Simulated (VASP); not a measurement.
# Na (I4/mmm) in VASP: single point with PBE

Aim: the single point of Na with PBE.

All numbers are computed with VASP 6.6.1; they aren't measurements. Logs are shortened: lines on timing, memory, paths and dates and some standing lists are left out, and cuts for length are marked.

## 1. The structure

The structure is tetragonal, space group I4/mmm (No. 139). Conventional cell: a = 3.777 Å, b = 3.777 Å, c = 5.275 Å, α = 90.00°, β = 90.00°, γ = 90.00°. Na (site symmetry 4/mmm) is surrounded by 12 Na at 3.75 to 3.78 Å.

This isn't the form of Na at room conditions, which is bcc.

## 2. Single point, PBE

INCAR

```
SYSTEM = Na
PREC = Accurate
ENCUT = 520
EDIFF = 1E-7
ISMEAR = -1
SIGMA = 0.1
LREAL = .FALSE.
LASPH = .TRUE.
NELM = 100
ALGO = Normal
ISIF = 2
LWAVE = .FALSE.
LCHARG = .FALSE.
GGA = PE
NBANDS = 10
```

KPOINTS

```
Automatic mesh
0
G
  8 8 8
  0 0 0
```

POSCAR

```
Na
1.0
   -1.8882910000      1.8882910000      2.6372770000
    1.8882910000     -1.8882910000      2.6372770000
    1.8882910000      1.8882910000     -2.6372770000
Na
1
Direct
    0.0000000000      0.0000000000      0.0000000000
```

Potentials or basis: VASP PAW PBE potentials, release 64 (Na_pv).

The run is started by

```bash
$ cat potpaw_PBE.64/Na_pv/POTCAR > POTCAR
$ mpirun -np 1 vasp_std > vasp.out
```

OUTCAR:

```text
SYSTEM = Na
   PREC = Accurate
   ENCUT = 520
   EDIFF = 1E-7
   ISMEAR = -1
   LREAL = .FALSE.
   LASPH = .TRUE.
   NELM = 100
   ISIF = 2
   GGA = PE

 ion  position               nearest neighbor table
   1  0.000  0.000  0.000-

  LATTYP: Found a body centered tetragonal cell.
 ALAT       =     3.7765820000
 C/A-ratio  =     1.3966475506

  Lattice vectors:

 A1 = (  -1.8882910000,   1.8882910000,   2.6372770000)
 A2 = (   1.8882910000,  -1.8882910000,   2.6372770000)
 A3 = (   1.8882910000,   1.8882910000,  -2.6372770000)

Analysis of symmetry for initial positions (statically):
=====================================================================
 Subroutine PRICEL returns:
 Original cell was already a primitive cell.

 Routine SETGRP: Setting up the symmetry group for a
 body centered tetragonal supercell.

 Subroutine GETGRP returns: Found 16 space group operations
 (whereof 16 operations were pure point group operations)
 out of a pool of 16 trial point group operations.

The static configuration has the point symmetry D_4h.

Analysis of symmetry for dynamics (positions and initial velocities):
=====================================================================
 Subroutine PRICEL returns:
 Original cell was already a primitive cell.

 Routine SETGRP: Setting up the symmetry group for a
 body centered tetragonal supercell.

 Subroutine GETGRP returns: Found 16 space group operations
 (whereof 16 operations were pure point group operations)
 out of a pool of 16 trial point group operations.

The dynamic configuration has the point symmetry D_4h.

 Subroutine INISYM returns: Found 16 space group operations
 (whereof 16 operations are pure point group operations),
 and found     1 'primitive' translations

----------------------------------------------------------------------------------------

                                     Primitive cell

  volume of cell :      37.6144

  direct lattice vectors                    reciprocal lattice vectors
    -1.888291000  1.888291000  2.637277000     0.000000000  0.264789696  0.189589489
     1.888291000 -1.888291000  2.637277000     0.264789696  0.000000000  0.189589489
     1.888291000  1.888291000 -2.637277000     0.264789696  0.264789696  0.000000000

  length of vectors
     3.753200738  3.753200738  3.753200738     0.325665100  0.325665100  0.374469179

  position of ions in fractional coordinates (direct lattice)
     0.000000000  0.000000000  0.000000000

  ion indices of the primitive-cell ions
   primitive index   ion index
                 1           1

----------------------------------------------------------------------------------------

 KPOINTS: Automatic mesh

Automatic generation of k-mesh.
 Grid dimensions read from file:
 generate k-points for:    8    8    8

 Generating k-lattice:

  Cartesian coordinates                     Fractional coordinates (reciprocal lattice)
     0.000000000  0.033098712  0.023698686     0.125000000  0.000000000 -0.000000000
     0.033098712  0.000000000  0.023698686     0.000000000  0.125000000 -0.000000000
     0.033098712  0.033098712  0.000000000     0.000000000  0.000000000  0.125000000

  Length of vectors
     0.040708138  0.040708138  0.046808647

  Shift w.r.t. Gamma in fractional coordinates (k-lattice)
     0.000000000  0.000000000  0.000000000

 Subroutine IBZKPT returns following result:
 ===========================================

 Found     59 irreducible k-points:

 Following reciprocal coordinates:
            Coordinates               Weight
  0.000000  0.000000  0.000000      1.000000
  0.125000  0.000000  0.000000      8.000000
  0.250000  0.000000  0.000000      8.000000
  0.375000  0.000000 -0.000000      8.000000
  0.500000  0.000000  0.000000      4.000000
  0.125000  0.125000  0.000000      8.000000
[... 16 lines left out ...]
  0.250000  0.125000  0.125000     16.000000
  0.375000  0.125000  0.125000      8.000000
 [... further k-points ...]
   k-points           NKPTS =     59   k-points in BZ     NKDIM =     59   number of bands    NBANDS=     10
   number of dos      NEDOS =    301   number of ions     NIONS =      1
   total plane-waves  NPLWV =  21952
   dimension x,y,z NGX =    28 NGY =   28 NGZ =   28
   dimension x,y,z NGXF=    56 NGYF=   56 NGZF=   56
   ions per type =               1
   NGX,Y,Z   is equivalent  to a cutoff of  12.40, 12.40, 12.40 a.u.
   NGXF,Y,Z  is equivalent  to a cutoff of  24.80, 24.80, 24.80 a.u.
 SYSTEM =  Na
   PREC   = accura    normal or accurate (medium, high low for compatibility)
   ISTART =      0    job   : 0-new  1-cont  2-samecut
   ICHARG =      2    charge: 1-file 2-atom 10-const
   ISPIN  =      1    spin polarized calculation?
   LNONCOLLINEAR =      F non collinear calculations
   LSORBIT =      F    spin-orbit coupling
   LASPH  =      T    aspherical Exc in radial PAW
   ENCUT  =  520.0 eV  38.22 Ry    6.18 a.u.   6.98  6.98  6.98*2*pi/ulx,y,z
   NELM   =    100;   NELMIN=  2; NELMDL= -5     # of ELM steps
   EDIFF  = 0.1E-06   stopping-criterion for ELM
   LREAL  =      F    real-space projection
   EDIFFG = 0.1E-05   stopping-criterion for IOM
   NSW    =      0    number of steps for IOM
   IBRION =     -1    ionic relax: 0-MD 1-quasi-New 2-CG
   NFREE  =      0    steps in history (QN), initial steepest desc. (CG)
   ISIF   =      2    stress and relaxation
   ISYM   =      2    0-nonsym 1-usesym 2-fastsym
   POTIM  = 0.5000    time-step for ionic-motion
   TEBEG  =    0.0;   TEEND  =   0.0 temperature during run
   PSTRESS=    0.0 pullay stress
   NELECT =       7.0000    total number of electrons
   NUPDOWN=      -1.0000    fix difference up-down
   EMIN   =  10.00;   EMAX   =-10.00  energy-range for DOS
   EFERMI =   0.00;   METHOD = LEGACY
   ISMEAR =    -1;   SIGMA  =   0.10  broadening in eV -4-tet -1-fermi 0-gaus
   EFERMI_NEDOS =   21; number of points for ismear=-14 and -15
   IALGO  =     38    algorithm
   IMIX   =      4    mixing-type and parameters
     AMIX     =   0.40;   BMIX     =  1.00
     AMIX_MAG =   1.60;   BMIX_MAG =  1.00
  volume/ion in A,a.u.               =      37.61       253.83
  Fermi-wavevector in a.u.,A,eV,Ry     =   0.934666  1.766262 11.886050  0.873600
  Thomas-Fermi vector in A             =   2.061494
   LORBIT       =      0    0 simple, 1 ext, 2 COOP (PROOUT), +10 PAW based schemes
   GGA     = PE    functional components
   LHFCALC =     F    Hartree Fock is set to
   AEXX    =    0.0000 exact exchange contribution
   IVDW    =     0    specifies the selected vdW correction
   LEPSILON=     F    determine dielectric tensor
   LRPA    =     F    only Hartree local field effects (RPA)
 non-spin polarized calculation
  energy-cutoff  :      520.00
  volume of cell :       37.61
 maximum number of plane-waves:      1028
   NGX = 13   NGY = 13   NGZ = 13

 number of electron       6.9999993 magnetization

 Free energy of the ion-electron system (eV)
  ---------------------------------------------------
  ext. energy  EPLUGINS =         0.00000000
  ---------------------------------------------------
  free energy    TOTEN  =        -1.31682275 eV

  energy without entropy =       -1.30077960  energy(sigma->0) =       -1.30880118

 E-fermi :   0.2178     XC(G=0):  -6.4640

 val. band max:        0.0957011519   @ k =  -0.3750  -0.3750   0.3750
 cond. band min:       0.3423695927   @ k =  -0.3750   0.3750   0.1250
 fundamental gap:      0.2466684408
 Fermi energy:         0.2178319951

 k-point     1 :       0.0000    0.0000    0.0000
  band No.  band energies     occupation
      1     -24.6214      2.00000
      2     -24.6214      2.00000
      3     -24.6214      2.00000
      4      -2.9613      2.00000
      5      11.2803      0.00000
      6      11.2803      0.00000
      7      11.3232      0.00000
      8      12.3824      0.00000
      9      12.8244      0.00000
     10      12.8251      0.00000

 k-point     2 :       0.1250    0.0000    0.0000
  band No.  band energies     occupation
      1     -24.6263      2.00000
      2     -24.6221      2.00000
      3     -24.6221      2.00000
      4      -2.7040      2.00000
      5       8.6747      0.00000
      6      10.8460      0.00000
      7      10.9035      0.00000
      8      12.1830      0.00000
      9      13.6234      0.00000
     10      13.6399      0.00000

 k-point     3 :       0.2500    0.0000    0.0000
  band No.  band energies     occupation
      1     -24.6381      2.00000
      2     -24.6239      2.00000
      3     -24.6236      2.00000
      4      -1.9397      2.00000
      5       5.7595      0.00000
      6      10.3841      0.00000
      7      10.4822      0.00000
      8      11.6341      0.00000
      9      12.8059      0.00000
     10      13.0427      0.00000

 k-point     4 :       0.3750    0.0000   -0.0000
  band No.  band energies     occupation
      1     -24.6498      2.00000
      2     -24.6256      2.00000
      3     -24.6251      2.00000
      4      -0.6903      1.99977
      5       3.2013      0.00000
      6      10.2267      0.00000
      7      10.3650      0.00000
      8      11.4009      0.00000
      9      11.7150      0.00000
     10      11.9370      0.00000
[... 222 lines left out ...]
 k-point    22 :       0.1250    0.1250    0.1250
  band No.  band energies     occupation
      1     -24.6411      2.00000
      2     -24.6295      2.00000
      3     -24.6258      2.00000
      4      -1.2750      2.00000
      5       5.9734      0.00000
      6       6.8448      0.00000
      7       8.9812      0.00000
      8      11.0361      0.00000
      9      12.5441      0.00000
     10      14.2061      0.00000

 k-point    23 :       0.2500    0.1250    0.1250
  band No.  band energies     occupation
      1     -24.6473      2.00000
      2     -24.6333      2.00000
      3     -24.6277      2.00000
      4      -0.0415      1.86081
      5       3.7869      0.00000
      6       6.3291      0.00000
      7       7.8165      0.00000
      8      11.5510      0.00000
      9      12.9297      0.00000
     10      14.2663      0.00000

 k-point    24 :       0.3750    0.1250    0.1250
  band No.  band energies     occupation
      1     -24.6499      2.00000
      2     -24.6345      2.00000
      3     -24.6287      2.00000
      4       1.4471      0.00001
      5       1.8860      0.00000
      6       6.3650      0.00000
      7       7.3038      0.00000
      8      12.0201      0.00000
      9      12.0811      0.00000
     10      16.4287      0.00000

 [... further k-points ...]
[... 5 lines left out ...]
  --------------------------------------------------------------------------------------
  -------------------------------------------------------------------------------------
  Total       -0.0244083     -0.0244083     -0.0193403      0.0000000      0.0000000      0.0000000
  in kB       -1.0396670     -1.0396670     -0.8237972      0.0000000      0.0000000      0.0000000
  external PRESSURE =      -0.9677104 kB  Pullay stress =       0.0000000 kB

 VOLUME and BASIS-vectors are now :
 -----------------------------------------------------------------------------
  energy-cutoff  :      520.00
  volume of cell :       37.61
      direct lattice vectors                 reciprocal lattice vectors
    -1.888291000  1.888291000  2.637277000     0.000000000  0.264789696  0.189589489
     1.888291000 -1.888291000  2.637277000     0.264789696  0.000000000  0.189589489
     1.888291000  1.888291000 -2.637277000     0.264789696  0.264789696  0.000000000

 POSITION                                       TOTAL-FORCE (eV/Angst)
 -----------------------------------------------------------------------------------
      0.00000      0.00000      0.00000        -0.000000      0.000000      0.000000
 -----------------------------------------------------------------------------------
    total drift:                               -0.000000     -0.000000     -0.000000

  FREE ENERGIE OF THE ION-ELECTRON SYSTEM (eV)
  ---------------------------------------------------
  free  energy   TOTEN  =        -1.3168227504 eV

  energy  without entropy=       -1.3007796006  energy(sigma->0) =       -1.30880118
```

Wall time 13 s (1 thread of Intel Xeon Platinum 8488C (Sapphire Rapids), shared host); peak memory 0.15 GiB.

What came out:

| Property | Result |
| --- | --- |
| Free energy | -1.3168 eV |
| Pressure | -0.1 GPa |
| Band gap on the k mesh | none (metal or under the smearing width) |

Levels at points of the mesh, in eV from the Fermi level:
```
           k point  band 1  band 2  band 3  band 4  band 5  band 6  band 7  band 8  band 9
(0.00, 0.00, 0.00)  -24.84  -24.84  -24.84   -3.18   11.06   11.06   11.11   12.16   12.61
(0.50, 0.00, 0.00)  -24.87  -24.84  -24.84    0.62    1.02   10.04   10.20   11.05   11.09
(0.50, 0.50, 0.00)  -24.87  -24.85  -24.85    1.78    2.32    6.33    7.18    7.19    9.08
(0.50, 0.50, 0.50)  -24.87  -24.85  -24.85    1.91    2.45    6.22    7.05    7.05    8.97
```
